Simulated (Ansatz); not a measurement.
KNbO3, space group Pm-3m, relaxations under a series of pressures

Computed with Ansatz's Python interface.

Interactive session:
```pycon
>>> from dataclasses import dataclass
>>> import ansatz as az
>>> import numpy as np
>>> @dataclass(frozen=True)
... class RunConfig:
...     smearing: str = "fixed"
...
>>> cfg = RunConfig()
>>> def edges_and_angles(cell):
...     cell = np.asarray(cell)
...     a, b, c = np.linalg.norm(cell, axis=1)
...     cosines = cell[1] @ cell[2] / (b * c), cell[0] @ cell[2] / (a * c), cell[0] @ cell[1] / (a * b)
...     return (a, b, c, *np.degrees(np.arccos(cosines)))
...
>>> cell = (
...     az.Lattice.of((4.02918278, 0.0, 0.0), (0.0, 4.02918278, 0.0), (0.0, 0.0, 4.02918278))
...     .atom("K", (0.0, 0.0, 0.0))
...     .atom("Nb", (0.5, 0.5, 0.5))
...     .atom("O", (0.0, 0.5, 0.5))
...     .atom("O", (0.5, 0.0, 0.5))
...     .atom("O", (0.5, 0.5, 0.0))
... )
>>> [site.symbol for site in cell.resolved().sites]
['K', 'Nb', 'O', 'O', 'O']
>>> setup = cell.calculation().functional(az.Functional.PBE).basis(18 * az.Ha).kpoints(6).occupations(cfg.smearing)
>>> # H = F + PV, with 1 GPa A^3 = 1/160.21766 eV
>>> rows = []
>>> for pressure in [0, 2, 4, 6, 8]:
...     out = setup.relax(cell=True, pressure=pressure, force_tolerance=0.02).run(threads=1)
...     cell = out.lattice.cell_ang
...     n_atoms = len(out.lattice.sites)
...     volume = abs(np.linalg.det(cell)) / n_atoms
...     enthalpy = out.report["free_energy_ev"] / n_atoms + pressure * volume / 160.21766
...     rows.append((pressure, volume, enthalpy, *edges_and_angles(cell)))
...     print(f"{pressure} GPa done: {volume:.4f} A^3/atom")
...
0 GPa done: 13.0557 A^3/atom
2 GPa done: 12.9123 A^3/atom
4 GPa done: 12.7783 A^3/atom
6 GPa done: 12.6473 A^3/atom
8 GPa done: 12.5254 A^3/atom
>>> print(" P (GPa)  V (A^3/atom)  H (eV/atom)     a       b       c")
 P (GPa)  V (A^3/atom)  H (eV/atom)     a       b       c
>>> for row in rows:
...     print("{:8.1f} {:12.4f} {:14.5f} {:7.4f} {:7.4f} {:7.4f}".format(*row[:6]))
...
     0.0      13.0557    -1559.50820  4.0265  4.0265  4.0265
     2.0      12.9123    -1559.34613  4.0117  4.0117  4.0117
     4.0      12.7783    -1559.18581  3.9977  3.9977  3.9977
     6.0      12.6473    -1559.02715  3.9840  3.9840  3.9840
     8.0      12.5254    -1558.87004  3.9712  3.9712  3.9712
>>> p, v = np.array([row[0] for row in rows], float), np.array([row[1] for row in rows])
>>> print("mean bulk modulus between rows (GPa):", np.round(-np.diff(p) / np.diff(np.log(v)), 1))
mean bulk modulus between rows (GPa): [181.1 191.7 194.1 206.6]
```

The volume falls from 13.06 Å³ an atom at 0 GPa to 12.53 at 8 GPa, by 4.1 %. Between 0 and 2 GPa, -V dP/dV is about 181 GPa, a mean over that step.

Caveats:
- Total energies depend on the potentials; only differences at equal settings carry meaning.
- No spin polarisation was allowed.
- At a fixed pressure a relaxation lowers the enthalpy F + PV, while F alone can rise.
- This is a high-temperature or high-pressure form, not the ambient phase.
- This cell is a computed structure, which may not be the phase found in nature.
- Symmetry holds the cell in this phase, whether or not it is the stable one at each pressure.
- It ran for 51 s on 1 thread of Intel(R) Xeon(R) Processor @ 2.30GHz (shared host), peak memory 0.56 GiB.
